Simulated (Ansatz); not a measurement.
CaSe, space group Fm-3m, a calculation of the elastic constants

Run with the Ansatz DFT code, driven from Python.

`case_elastic.py`
```python
"""Elastic constants of CaSe."""

from dataclasses import replace

import ansatz as az
import numpy as np

XC = "r2SCAN"
OCCUPATIONS = "fixed"
KMESH = (7, 7, 7)

crystal = (
    az.Lattice.of((0.0, 2.956, 2.956), (2.956, 0.0, 2.956), (2.956, 2.956, 0.0))
    .atom("Ca", (0.0, 0.0, 0.0))
    .atom("Se", (0.5, 0.5, 0.5))
)

job = crystal.calculation()
job = job.functional(XC)
job = job.pseudopotentials("paw").basis(39 * az.Ry)
job = job.occupations(OCCUPATIONS)
job = job.kpoints(*KMESH)
# relax, then strain
rest = job.relax(cell=True).run(threads=1).lattice
relaxed = az.Crystal(lattice=az.Lattice.of(rest.cell_ang))
for site in rest.sites:
    relaxed = relaxed.atom(site.symbol, site.position_frac)
job = replace(job, crystal=relaxed)
print("relaxed volume {:.3f} A^3".format(abs(np.linalg.det(rest.cell_ang))))
res = job.elastic("relaxed_ion").run(threads=1)
elastic = res.elastic

print("C_ij (GPa), Voigt order xx yy zz yz xz xy")
for row in elastic.c_gpa:
    print(" ".join(f"{value:8.1f}" for value in row))
print("smallest eigenvalue of C:", round(elastic.stability.min_eigenvalue_gpa, 1), "GPa; stable:", elastic.stability.stable)
# averaged moduli need a positive definite tensor
if elastic.stability.min_eigenvalue_gpa > 0:
    for name, value in elastic.moduli.to_plain().items():
        print(f"{name:14s} {value:9.3f}")
```

Output of `python case_elastic.py`:
```text
relaxed volume 52.259 A^3
C_ij (GPa), Voigt order xx yy zz yz xz xy
   116.1     19.9     19.9     -0.0     -0.0      0.0
    19.9    116.1     19.9     -0.0     -0.0     -0.0
    19.9     19.9    116.1      0.0     -0.0      0.0
     0.0      0.0     -0.0     29.8      0.0     -0.0
    -0.0      0.0     -0.0      0.0     29.8     -0.0
    -0.0      0.0     -0.0     -0.0      0.0     29.8
smallest eigenvalue of C: 29.8 GPa; stable: True
k_voigt_gpa       51.958
k_reuss_gpa       51.958
k_hill_gpa        51.958
g_voigt_gpa       37.096
g_reuss_gpa       35.121
g_hill_gpa        36.109
youngs_gpa        87.952
poisson            0.218
```

A positive definite tensor excludes instabilities under uniform strain alone; phonons elsewhere in the zone can still be imaginary. Of the deposited cell: the entry's cell lengths or inner coordinates differ somewhat from later room-temperature determinations. The structure is a deposited one; some such entries were measured under pressure or heat, so a shift against it needn't be the functional's error alone. The constants belong to the cell that was strained; where it wasn't relaxed first it may be under stress. Hardware and time: 64 s on 1 thread of Intel(R) Xeon(R) Platinum 8259CL CPU @ 2.50GHz (Skylake/Cascade Lake), on a shared host, peak memory 0.65 GiB.

(A comment or docstring line of the script was reworded after the run, the code is as it ran; lines on the test bed's own set-up are left out of the output.)
